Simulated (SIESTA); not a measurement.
The system is BaTiO3.

```
CELL_PARAMETERS angstrom
2.82737 1.63238 2.31839
-2.82737 1.63238 2.31839
0.00000 -3.26476 2.31839
ATOMIC_POSITIONS crystal
Ba 0.00000 0.00000 0.00000
Ti 0.48450 0.48450 0.48450
O 0.50860 0.01750 0.50860
O 0.01750 0.50860 0.50860
O 0.50860 0.50860 0.01750
```

Program: SIESTA 5.4.2. Alike in all runs: no spin polarisation; cell as given; k mesh 7 × 7 × 7; smearing fermi-dirac 0.05 eV; grid cutoff 800 Ry; energy shift 0.003 Ry.

Order these runs on this cell by their pressure, lowest first.
A. level BLYP; potentials or basis PseudoDojo 0.4 standard (PBE files), DZP (energy shift 0.003 Ry; two zetas on semicore shells; d shell added on Ba)
B. level PBEsol; potentials or basis PseudoDojo 0.4 standard (PBEsol files), DZP (energy shift 0.003 Ry; two zetas on semicore shells; d shell added on Ba)
C. level LDA; potentials or basis PseudoDojo 0.4 standard (LDA files), DZP (energy shift 0.003 Ry; two zetas on semicore shells; d shell added on Ba)

C (-3.7 GPa), B (1.0 GPa), A (13.4 GPa).

Caveats: this set's barium file shifts pressures by up to 1 GPa against other sets; the basis of atomic orbitals isn't converged, which shifts pressures, moduli and gaps; the potentials were made for another functional, which shifts forces and pressure (some runs).

Not every run made on this cell is shown here.
